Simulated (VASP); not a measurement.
## From VASP inputs to Ansatz: BP (zincblende)

INCAR

```
NELM = 120
LCHARG = .FALSE.
ENCUT = 520
ISMEAR = 0
GGA = PE
LEPSILON = .TRUE.
LREAL = .FALSE.
LASPH = .TRUE.
ISIF = 2
EDIFF = 1E-8
NBANDS = 11
IBRION = -1
SIGMA = 0.01
NSW = 0
PREC = Accurate
LWAVE = .FALSE.
```

KPOINTS

```
KPOINTS created by Atomic Simulation Environment
0
Gamma
12 12 12
0 0 0
```

POSCAR

```
B  P
 1.0000000000000000
     0.0000000000000000    2.2683156661148307    2.2683156661148307
     2.2683156661148307    0.0000000000000000    2.2683156661148307
     2.2683156661148307    2.2683156661148307    0.0000000000000000
 B   P
   1   1
Cartesian
  0.0000000000000000 -0.0000000000000000 -0.0000000000000000
  1.1341578330574154  1.1341578330574154  1.1341578330574154
```

VASP ran with the recommended PBE PAW datasets (8 valence electrons in the cell).

Problem. Translate these files to an Ansatz input.

Solution. 

```yaml
crystal:
  lattice:
    - [0.0, 2.2683156661, 2.2683156661]
    - [2.2683156661, 0.0, 2.2683156661]
    - [2.2683156661, 2.2683156661, 0.0]
  atoms:
    - { symbol: B, position: [0.0, 0.0, 0.0] }
    - { symbol: P, position: [0.25, 0.25, 0.25] }
kpoints:
  mp_grid: { grid: [8, 8, 8] }
hamiltonian:
  xc: pbe
scf:
  occupations: { method: fixed }
dielectric: {}
```

Other inputs would serve too.

```csv
,VASP,Ansatz
"ε∞ with local fields (xx, yy, zz)","9.21, 9.21, 9.21","9.15, 9.15, 9.15"
"mean Born charge by atom, in the order of the cell","-0.50, 0.50 e","-0.52, 0.52 e"
```

Each program uses its own PAW datasets. VASP's cell holds 8 valence electrons and Ansatz's 8. Ansatz refines its k mesh for the response by itself, so the meshes differ.
